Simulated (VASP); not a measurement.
# GaP (F-43m) in VASP: notebook, part 2 of 2

VASP 6.6.1. Earlier steps stand in the parts before.

### Step 3. Relaxation of cell and atoms, LDA

This run uses another cell than the first one, of 19.61 Å³/atom, 0.969 times its volume.

INCAR

```
SYSTEM = GaP
PREC = Accurate ; ENCUT = 520
EDIFF = 1E-7 ; ISMEAR = 0
SIGMA = 0.02 ; LREAL = .FALSE.
LASPH = .TRUE. ; NELM = 100
ALGO = Normal ; ISIF = 3
LWAVE = .FALSE. ; LCHARG = .FALSE.
IBRION = 2 ; NSW = 80
EDIFFG = -0.002
```

KPOINTS

```
regular mesh
0
G
  10 10 10
  0 0 0
```

POSCAR

```
GaP                                     
1.0
   -0.0000000000      2.6967212633      2.6967212633
    2.6967212633      0.0000000000      2.6967212633
    2.6967212633      2.6967212633      0.0000000000
  Ga              P             
     1     1
Direct
     0.0000000000000000    0.0000000000000000    0.0000000000000000
     0.2500000000000000    0.2500000000000000    0.2500000000000000
```

Potentials or basis: VASP PAW LDA potentials, release 64 (Ga_d, P).

The run is started by

```console
$ cat potpaw_LDA.64/Ga_d/POTCAR potpaw_LDA.64/P/POTCAR > POTCAR
$ mpirun -np 1 vasp_std > vasp.out
```

OUTCAR:

```text
SYSTEM = GaP
   PREC = Accurate
   ENCUT = 520
   EDIFF = 1E-7
   ISMEAR = 0
   LREAL = .FALSE.
   LASPH = .TRUE.
   NELM = 100
   ISIF = 3
   IBRION = 2
   NSW = 80
   EDIFFG = -0.002

 ion  position               nearest neighbor table
   1  0.000  0.000  0.000-   2 2.34   2 2.34   2 2.34   2 2.34
   2  0.250  0.250  0.250-   1 2.34   1 2.34   1 2.34   1 2.34

  LATTYP: Found a face centered cubic cell.
 ALAT       =     5.3934425266

  Lattice vectors:

 A1 = (   0.0000000000,   2.6967212633,   2.6967212633)
 A2 = (   2.6967212633,   0.0000000000,   2.6967212633)
 A3 = (   2.6967212633,   2.6967212633,   0.0000000000)

Analysis of symmetry for initial positions (statically):
=====================================================================
 Subroutine PRICEL returns:
 Original cell was already a primitive cell.

 Routine SETGRP: Setting up the symmetry group for a
 face centered cubic supercell.

 Subroutine GETGRP returns: Found 24 space group operations
 (whereof 24 operations were pure point group operations)
 out of a pool of 48 trial point group operations.

The static configuration has the point symmetry T_d .

Analysis of symmetry for dynamics (positions and initial velocities):
=====================================================================
 Subroutine PRICEL returns:
 Original cell was already a primitive cell.

 Routine SETGRP: Setting up the symmetry group for a
 face centered cubic supercell.

 Subroutine GETGRP returns: Found 24 space group operations
 (whereof 24 operations were pure point group operations)
 out of a pool of 48 trial point group operations.

The dynamic configuration has the point symmetry T_d .

 Subroutine INISYM returns: Found 24 space group operations
 (whereof 24 operations are pure point group operations),
 and found     1 'primitive' translations

----------------------------------------------------------------------------------------

                                     Primitive cell

  volume of cell :      39.2228

[... 120 lines left out ...]
 non-spin polarized calculation
 Gauss-broadening in eV      SIGMA  =   0.02
  energy-cutoff  :      520.00
  volume of cell :       39.22
 maximum number of plane-waves:      1073
   NGX = 15   NGY = 15   NGZ = 15

 number of electron      17.9999999 magnetization

 Free energy of the ion-electron system (eV)
  ---------------------------------------------------
  ext. energy  EPLUGINS =         0.00000000
  ---------------------------------------------------
  free energy    TOTEN  =       -10.45311189 eV

  energy without entropy =      -10.45311189  energy(sigma->0) =      -10.45311189

 E-fermi :   4.9944     XC(G=0): -10.3057

 val. band max:        4.8346401439   @ k =   0.0000   0.0000   0.0000
 cond. band min:       6.2375249322   @ k =   0.4000   0.4000   0.0000
 fundamental gap:      1.4028847882
 Fermi energy:         4.9943901146

 k-point     1 :       0.0000    0.0000    0.0000
  band No.  band energies     occupation
      1      -9.9275      2.00000
      2      -9.9275      2.00000
      3      -9.9275      2.00000
      4      -9.8195      2.00000
      5      -9.8195      2.00000
      6      -7.9163      2.00000
      7       4.8346      2.00000
      8       4.8346      2.00000
      9       4.8346      2.00000
     10       6.7348      0.00000
     11       8.6193      0.00000
     12       8.6193      0.00000
     13       8.6193      0.00000
[... 354 lines left out ...]
  band No.  band energies     occupation
      1     -10.0283      2.00000
      2      -9.8755      2.00000
      3      -9.8731      2.00000
      4      -9.8473      2.00000
      5      -9.8015      2.00000
      6      -5.8413      2.00000
      7      -0.6869      2.00000
      8       2.0964      2.00000
      9       2.4689      2.00000
     10       6.6990      0.00000
     11       7.8277      0.00000
     12      12.4640      0.00000
     13      12.9520      0.00000

 [... further k-points ...]

------------------------ aborting loop because EDIFF is reached ----------------------------------------

  FORCE on cell =-STRESS in cart. coord.  units (eV):
  Direction    XX          YY          ZZ          XY          YZ          ZX
  --------------------------------------------------------------------------------------
  -------------------------------------------------------------------------------------
  Total        0.0036938      0.0036938      0.0036938      0.0000000     -0.0000000     -0.0000000
  in kB        0.1508864      0.1508864      0.1508864      0.0000000     -0.0000000     -0.0000000
  external PRESSURE =       0.1508864 kB  Pullay stress =       0.0000000 kB

 VOLUME and BASIS-vectors are now :
 -----------------------------------------------------------------------------
  energy-cutoff  :      520.00
  volume of cell :       39.22
      direct lattice vectors                 reciprocal lattice vectors
     0.000000000  2.696721263  2.696721263    -0.185410338  0.185410338  0.185410338
     2.696721263  0.000000000  2.696721263     0.185410338 -0.185410338  0.185410338
     2.696721263  2.696721263  0.000000000     0.185410338  0.185410338 -0.185410338

 POSITION                                       TOTAL-FORCE (eV/Angst)
 -----------------------------------------------------------------------------------
      0.00000      0.00000      0.00000        -0.000000      0.000000      0.000000
      1.34836      1.34836      1.34836         0.000000     -0.000000      0.000000
 -----------------------------------------------------------------------------------
    total drift:                                0.000000      0.000000      0.000000

  FREE ENERGIE OF THE ION-ELECTRON SYSTEM (eV)
  ---------------------------------------------------
  free  energy   TOTEN  =       -10.4531118949 eV

  energy  without entropy=      -10.4531118949  energy(sigma->0) =      -10.45311189

 reached required accuracy - stopping structural energy minimisation
```

CONTCAR:

```text
GaP
   1.00000000000000
     0.0000000000000000    2.6967212633000002    2.6967212633000002
     2.6967212633000002    0.0000000000000000    2.6967212633000002
     2.6967212633000002    2.6967212633000002    0.0000000000000000
  Ga              P
     1     1
Direct
     0.0000000000000000    0.0000000000000000    0.0000000000000000
     0.2500000000000000    0.2500000000000000    0.2500000000000000

  0.00000000E+00  0.00000000E+00  0.00000000E+00
  0.00000000E+00  0.00000000E+00  0.00000000E+00
```

Run time: 16 s. Hardware: 1 thread of Intel Xeon Platinum 8488C (Sapphire Rapids), shared host; peak memory 0.15 GiB.

Results:

```yaml
Free_energy: -10.4531 eV
Pressure_after_relaxing: 0.0 GPa
Band_gap_on_the_k_mesh: 1.40 eV, indirect (least direct gap 1.90 eV)
```

Final structure:
```cif
data_structure
_symmetry_space_group_name_H-M 'P 1'
_symmetry_Int_Tables_number 1
_cell_length_a 3.8137
_cell_length_b 3.8137
_cell_length_c 3.8137
_cell_angle_alpha 60.000
_cell_angle_beta 60.000
_cell_angle_gamma 60.000
_cell_volume 39.22
loop_
_atom_site_label
_atom_site_type_symbol
_atom_site_fract_x
_atom_site_fract_y
_atom_site_fract_z
_atom_site_occupancy
Ga1 Ga 0.00000 0.00000 0.00000 1
P1 P 0.25000 0.25000 0.25000 1
```

Caveat: the relaxation stopped at its first step, so nothing moved. A k mesh can miss the band edges.
